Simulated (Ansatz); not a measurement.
# Compressing LiCl: a fit and a missing row

LiCl, Fm-3m, a = 5.150 Å. Ansatz: PBE, PAW, 420 eV, Γ-centred 8×8×8 mesh on 2 atoms, Gaussian smearing 0.02 eV; no spin polarisation. Symmetry fixes shape and atoms, so the cell is only scaled; pressure is positive in compression.

```
V (Å³/atom) P (GPa)
     15.027     5.36
     15.540     3.68
     16.052        ?
     16.564     1.04
     17.077     0.00
     17.589    -0.88
     18.101    -1.63
     18.784    -2.46
```

**Question.** Take V0 = 17.077 Å³/atom, fit the third-order Birch–Murnaghan form to the other rows, and predict the missing pressure.

**Answer.** With the Eulerian strain f = ½[(V0/V)^(2/3) − 1] and y = P/[3f(1 + 2f)^(5/2)], the form is the line y = B0 + 1.5 B0 (B0′ − 4) f. Rows (f, y): 0.04450, 32.4; 0.03245, 32.3; 0.01027, 32.1; -0.00975, 31.6; -0.01904, 31.4; -0.03077, 31.2. Means f = 0.004610, y = 31.833; Σ(Δf)² = 0.004416, ΣΔfΔy = 0.07311; the slope is their ratio. y = 31.76 + 16.56 f GPa, so B0 = 31.8 GPa and B0′ = 4 + 2 × (16.56)/(3 × 31.76) = 4.35. At V = 16.052, f = 0.02106, y = 32.11 and P = 2.25 GPa. The run gave 2.25 GPa, the same to the digits shown.